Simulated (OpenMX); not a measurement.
Set up this calculation in OpenMX 3.8.5, as the native input.

```yaml
Task: band structure
Functional: LDA
Potentials_or_basis: OpenMX 2013 LDA set, Cu6.0H-s3p2d2, O6.0-s2p2d1, grid cutoff 500 Ry
k_mesh: 7 × 7 × 5
Occupations: fermi-dirac, width 0.05 eV
Spin: no spin polarisation
Mixing_scheme: rmm-diisk
SCF_threshold: 1e-08 Ha
Solver: band
Max_SCF_cycles: 100
```

Crystal: CuO (Tenorite).

```
Cu O
1.0
     2.34185   -1.71130    0.00000
     2.34185    1.71130    0.00000
    -0.85003    0.00000    5.05787
Cu O
2 2
Cartesian
  0.7459 -0.8557 2.5289
  1.1709 0.8557 0.0000
  1.7043 0.2793 3.7934
  2.1293 -0.2793 1.2645
```

These files were run (other wordings do the same):

CuO.dat

```
System.CurrrentDirectory             ./
System.Name                          CuO
DATA.PATH                            ./DFT_DATA13
level.of.stdout                      1
level.of.fileout                     0
Species.Number                       2
<Definition.of.Atomic.Species
  Cu  Cu6.0H-s3p2d2          Cu_CA13H
  O   O6.0-s2p2d1            O_CA13
Definition.of.Atomic.Species>

Atoms.Number                         4
Atoms.SpeciesAndCoordinates.Unit     FRAC
<Atoms.SpeciesAndCoordinates
    1  Cu    0.5000000000    0.0000000000    0.5000000000   9.500  9.500
    2  Cu    0.0000000000    0.5000000000    0.0000000000   9.500  9.500
    3  O     0.4184000000    0.5816000000    0.7500000000   3.000  3.000
    4  O     0.5816000000    0.4184000000    0.2500000000   3.000  3.000
Atoms.SpeciesAndCoordinates>

Atoms.UnitVectors.Unit               Ang
<Atoms.UnitVectors
     2.3418500000   -1.7113000000    0.0000000000
     2.3418500000    1.7113000000    0.0000000000
    -0.8500274268    0.0000000000    5.0578693947
Atoms.UnitVectors>

scf.XcType                           LDA
scf.SpinPolarization                 off
scf.ElectronicTemperature            580.226
scf.energycutoff                     500.0
scf.maxIter                          100
scf.EigenvalueSolver                 band
scf.Kgrid                            7 7 5
scf.Mixing.Type                      rmm-diisk
scf.Init.Mixing.Weight               0.05
scf.Min.Mixing.Weight                0.001
scf.Max.Mixing.Weight                0.3
scf.Mixing.History                   25
scf.Mixing.StartPulay                8
scf.criterion                        1.0e-8
scf.stress.tensor                    on
MD.Type                              nomd
Band.dispersion                      on
Band.Nkpath                          10
<Band.kpath
   17   0.000000  0.000000  0.000000   -0.500000 -0.500000  0.000000  G Y
    5  -0.500000 -0.500000  0.000000   -0.524785 -0.524785  0.327510  Y F
    4  -0.524785 -0.524785  0.327510   -0.500000 -0.500000  0.500000  F L
    6  -0.500000 -0.500000  0.500000   -0.633508 -0.366492  0.500000  L I
   17  -0.366492  0.366492  0.500000    0.000000  0.000000  0.500000  I1 Z
   16   0.000000  0.000000  0.500000   -0.475215 -0.475215  0.672490  Z F1
    5  -0.500000 -0.500000  0.000000   -0.612732 -0.387268  0.000000  Y X1
   18  -0.387268  0.387268  0.000000    0.000000  0.000000  0.000000  X G
   15   0.000000  0.000000  0.000000   -0.500000  0.000000  0.000000  G N
   16  -0.500000  0.000000  0.500000    0.000000  0.000000  0.000000  M G
Band.kpath>
```

Potentials or basis: OpenMX 2013 LDA set, Cu6.0H-s3p2d2, O6.0-s2p2d1, grid cutoff 500 Ry.

Launch:

```bash
$ openmx CuO.dat -nt 1 > CuO.std
```

Results of the run:

The pressure is -6.5 GPa, the largest force is 0.369 eV/Å and the band gap along the path is none (metal or under the smearing width). The mulliken charges are Cu +0.35; O -0.35 e.

Caveat: Mulliken charges move with the basis; the basis of atomic orbitals isn't converged, which shifts pressures, moduli and gaps; the run has no spin polarisation, though such a crystal can be magnetic; semilocal functionals often make such compounds metallic where correlation or magnetic order opens a gap, which also shifts bond lengths.

Wall time 2.6 min on 1 thread of AMD EPYC 9R45 96-Core Processor (Zen 5), on a shared host, peak memory 0.91 GiB.
